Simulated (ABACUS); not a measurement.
Runs of ABACUS 3.10.1 on BN. It takes space group P6_3mc (No. 186, hexagonal). The conventional cell has a = 2.554 Å, b = 2.554 Å, c = 4.227 Å, α = 90.00°, β = 90.00°, γ = 120.00°. N (site symmetry 3m) is surrounded by 4 B at 1.57 to 1.58 Å. B (site symmetry 3m) has 4 N at 1.57 to 1.58 Å as nearest neighbours. Measurements of this composition are mostly on another form, of space group No. 194.

```tsv
task	level	potentials or basis	k mesh	cutoff (eV)	radial cutoff of the potentials (pseudo_rcut)	SCF threshold on the density	eigensolver	symmetry key	path	mesh quality	gap on the mesh (eV)	pressure (GPa)	V0 of scaled cells (Å³/atom)	B0 (GPa)	largest force (eV/Å)
equation of state	LDA	GBRV ultrasoft 1.5 LDA, plane waves	10 × 10 × 5	544	10 bohr	1e-08	dav	1	-	not flagged	-	-	(b)	400	-
equation of state	r2SCAN	SG15 ONCV 1.2 PBE, plane waves	8 × 8 × 4	1320	7 bohr	1e-08	dav	1	-	coarse	-	-	5.89	390	-
single point	PBE	PseudoDojo NC SR 0.4.1 PBE standard, DZP LCAO (the cutoffs set its grid)	12 × 12 × 6	1361	10 bohr	1e-07	genelpa	1	-	not flagged	(a)	0.5	-	-	0.02
single point	r2SCAN	SG15 ONCV 1.2 PBE, plane waves	8 × 8 × 4	1320	7 bohr	1e-08	dav	1	-	not flagged	6.10	-5.1	-	-	0.01
```

Alike in all rows: no spin polarisation; cell as given; smearing fermi-dirac 0.05 eV.

Q: Estimate the missing entries.

A: (a) 5.31; (b) 5.78.

Caveats: some runs use coarse meshes; the cell was scaled at fixed shape and fractional positions, which overstates the stiffness of a crystal with free parameters, most of all of layers and chains (some runs); the potentials were made for another functional, which shifts forces and pressure (some runs); the atomic orbitals were generated for these runs and aren't a published set (some runs); the basis of atomic orbitals isn't converged, which shifts pressures, moduli and gaps (some runs).

A k mesh can miss the band edges.

Not every run made on this cell is shown here.
